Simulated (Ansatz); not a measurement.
**CuO: single point, PBE +U (Cu: 4.0 eV), ferromagnetic start (computed with Ansatz 0.2.0, plane waves, PAW)**

```cif
data_structure
_symmetry_space_group_name_H-M 'P 1'
_symmetry_Int_Tables_number 1
_cell_length_a 2.9040
_cell_length_b 2.9040
_cell_length_c 5.1321
_cell_angle_alpha 97.781
_cell_angle_beta 97.781
_cell_angle_gamma 72.316
_cell_volume 40.65
loop_
_atom_site_label
_atom_site_type_symbol
_atom_site_fract_x
_atom_site_fract_y
_atom_site_fract_z
_atom_site_occupancy
Cu1 Cu 0.00320 0.49680 0.00000 1
Cu2 Cu 0.49680 0.00320 0.50000 1
O1 O 0.57140 0.40560 0.25370 1
O2 O 0.40560 0.57140 0.75370 1
```

Command:

```bash
ansatz run input.yaml --threads 4 --pin off --max-ram 6144MiB --backend cpu --events-out ev --progress --plain --runs-dir out
```

Input file:

```yaml
crystal:
  lattice:
    - [2.3446497597, -1.7133998245, 0.0]
    - [2.3446497597, 1.7133998245, 0.0]
    - [-0.8605499119, 0.0, 5.0594394816]
  atoms:
    - { symbol: Cu, position: [0.0032, 0.4968, 0.0], spin: 1.0 }
    - { symbol: Cu, position: [0.4968, 0.0032, 0.5], spin: 1.0 }
    - { symbol: O, position: [0.5714, 0.4056, 0.2537] }
    - { symbol: O, position: [0.4056, 0.5714, 0.7537] }
basis:
  ecutwfc: 420
  ecutrho_ratio: 4
kpoints:
  mp_grid: { grid: [8, 8, 6] }
hamiltonian:
  xc: pbe
  hubbard: { sites: [{ species: Cu, l: d, u_eff: 4.0 }] }
scf:
  occupations: { method: gaussian, width: 0.05 }
  lower_state_search: "off"
output:
  forces: true
  stress: true
  eigenvalues: true
  populations: true
  hubbard: { sites: [{ species: Cu, l: d }] }
magnetization:
  spin_polarized: true
checkpoint:
  read: start.run
  write: ck
  compress: false
  write_wavefunctions: false
  write_every: 100000
```

start.run holds the converged state of an earlier run of the same cell.

Output (shortened):

```
Cu: projections on atomic orbitals take those of the free atom [Ne] 3s2 3p6 3d10 4s1, of charge +0.00 (hamiltonian.pseudopotentials.projection_atoms); the dataset's partial waves leave at most 2.0e-6 of an orbital's norm unspanned inside its sphere
O: projections on atomic orbitals take those of the free atom [He] 2s2 2p4, of charge +0.00 (hamiltonian.pseudopotentials.projection_atoms); the dataset's partial waves leave at most 1.9e-8 of an orbital's norm unspanned inside its sphere
Engine: ansatz 0.2.0, aarch64-unknown-linux-gnu
Crystal: 4 atoms, lattice volume = 40.651 Å³
Basis set: ecut = 420 eV, 789 PW (Γ), exchange–correlation on 40×40×72 points (8 copies of the dense FFT grid, shifted against one another)
Symmetry: 2 space group operations
Space group: Cc (ITA 9), of the structure as read, at distance tolerance 3.4e-5 Å
[…]
E sigma→0 (E₀):  -14380.645586 eV
Entropy (-TS):   -0.000995 eV (-0.249 meV/atom)
Fermi energy:    11.772347 eV
--- Forces (eV/Å), atoms counted from 1 ---
  atom   1  Cu    -0.73351764     0.32844923     0.30985381
  atom   2  Cu    -0.73351764    -0.32844923     0.30985381
  atom   3  O      0.73351800     0.11467941    -0.30985540
  atom   4  O      0.73351800    -0.11467941    -0.30985540
--- Stress (GPa, compression-positive) ---
        7.757249       0.000000      -0.652880
       -0.000000       8.360721      -0.000000
       -0.652931      -0.000000       9.207505
  P = ⅓ Tr σ = 8.4418 GPa (84.418 kbar)
--- Löwdin populations: 4 sites ---
  site symbol       q [e]    m [muB]
     0     Cu     17.9434     0.5381
     1     Cu     17.9434     0.5381
     2      O      6.9420     0.4079
     3      O      6.9420     0.4079
  spilling = 0.004585 (of n_electrons = 50.000000)
--- Occupation matrices: 2 shells (run DFT+U table (all-electron-ortho-atomic); ε = 4.93e-3) ---
  Cu0 d_3D: site group C1 (1)
  Cu0 d_3D up     Tr n = 4.9632  λ = 0.981 0.987 0.998 0.998 0.999  [xy 0.70 A(1.00) | xz 0.51 A(1.00) | 3× z2 0.30 A(1.00)]
  Cu0 d_3D dn     Tr n = 4.4089  λ = 0.450 0.976 0.994 0.995 0.995  [xz 0.61 A(1.00) | xy 0.70 A(1.00) | 3× z2 0.30 A(1.00)]
  Cu1 d_3D: site group C1 (1)
  Cu1 d_3D up     Tr n = 4.9632  λ = 0.981 0.987 0.998 0.998 0.999  [xy 0.70 A(1.00) | xz 0.51 A(1.00) | 3× z2 0.30 A(1.00)]
  Cu1 d_3D dn     Tr n = 4.4089  λ = 0.450 0.976 0.994 0.995 0.995  [xz 0.61 A(1.00) | xy 0.70 A(1.00) | 3× z2 0.30 A(1.00)]
  Tr n, λ and their labels are of the run-group-symmetrised matrices; stabiliser: 2 of 4 elements of G0×{1,Θ} (closed), max defect 3.9e-15 at τ = 1.0e-3
```

In short: gap on the mesh zero (metallic on this mesh); pressure 8.4 GPa; largest spin moment of an atom 0.60 μB, counted in the atom's sphere (Löwdin populations divide the density otherwise).

Time: 9.9 s on 4 threads of Arm Neoverse V1, with other jobs on the host, peak memory 0.56 GiB, from a saved state.

Caveats: filled bands differ between k-points; not tested for a lower state; only parallel moments were run, and the real order may differ, which changes gaps; state of the open shells carried from another run; the run has a pressure over 8 GPa or diagonal stresses over 5 GPa apart.
